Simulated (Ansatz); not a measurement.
Set up this calculation in Ansatz 0.2.0, as an ASE script.

* Task: single point
* Functional: LDA
* Potentials or basis: PseudoDojo LDA
* Cutoff: 1279 eV
* Density cutoff: 5116 eV
* k mesh: 12 × 12 × 12
* Occupations: cold, width 0.1 eV
* Spin: collinear spin, ferromagnetic start
* Starting moments: [3.0] μB
* Hubbard terms: Cr d U = 5 eV
* Driver: chain
* Hubbard projectors: ortho-atomic
* Double counting: fll (the default)

The structure of Cr lies in Cr.xyz:

```xyz
1
Lattice="-1.4844496776 1.4844496776 1.4844496776 1.4844496776 -1.4844496776 1.4844496776 1.4844496776 1.4844496776 -1.4844496776" Properties=species:S:1:pos:R:3 pbc="T T T"
Cr     0.0000000000      0.0000000000      0.0000000000
```

The input as run:

run.py

```python
import json

import ase.io
import numpy as np

import ansatz as az

atoms = ase.io.read("Cr.xyz")
atoms.set_initial_magnetic_moments([3.0])

calculation = (
    az.Crystal.from_ase(atoms)
    .calculation()
    .kpoints(12, 12, 12)
    .functional("lda")
    .pseudopotentials(kind="nc", accuracy="standard", xc_functional="lda")
    .hubbard(projectors="ortho-atomic")
    .hubbard("Cr", "d", u_eff=5.0)
    .spin("collinear")
    .occupations(method="cold", width=0.1)
    .forces()
    .stress()
    .band_table(publish=True)
)
outcome = calculation.run(threads=2, events_out="events.jsonl")

report = outcome.report
for line in open("events.jsonl"):
    event = json.loads(line)
    if event["event"] == "scf_iter":
        d = event["data"]
        print(f"SCF {d['iter']:3d}  HF = {d['harris_foulkes_ev']:.6f} eV  dr2 = {d['dr2_ev']:.2e} eV")
    elif event["event"] in ("relax_step", "md_step"):
        d = event["data"]
        print(f"{event['event']} {d['step']:3d}  E = {d['lagrangian_ev']:.6f} eV")
np.set_printoptions(precision=5, suppress=True, linewidth=110)
print("converged:", report["converged"], "after", report["n_iterations"], "iterations")
print(f"free energy {report['free_energy_ev']:.6f} eV, Fermi level {report['fermi_energy_ev']:.4f} eV")
for key in ("band_edges_ev", "magnetization_mub", "site_moments_mub", "site_moments_nc_mub", "forces_ev_ang",
                "stress_gpa"):
    if report.get(key) is not None:
        print(key, np.array(report[key]), sep="\n")
```

Potentials or basis: PseudoDojo LDA.

Run with:

```sh
$ python run.py
```

Results of the run:

* Pressure: 73.8 GPa
* Band gap on the k mesh: none (metal or under the smearing width)
* Net moment: 4.63 μB per cell
* Absolute moment: 4.63 μB per cell
* Site moments: Cr +4.01 μB

Caveat: the magnetic or orbital state may not be the lowest; a pressure of tens of GPa on the cell as given is suspect, and the run, the potentials or the cell itself is likely at fault; the U is typed as a test and isn't derived for this compound.

Run time: 5.9 s on 2 threads of Arm Neoverse V1, on a shared host, peak memory 0.49 GiB.
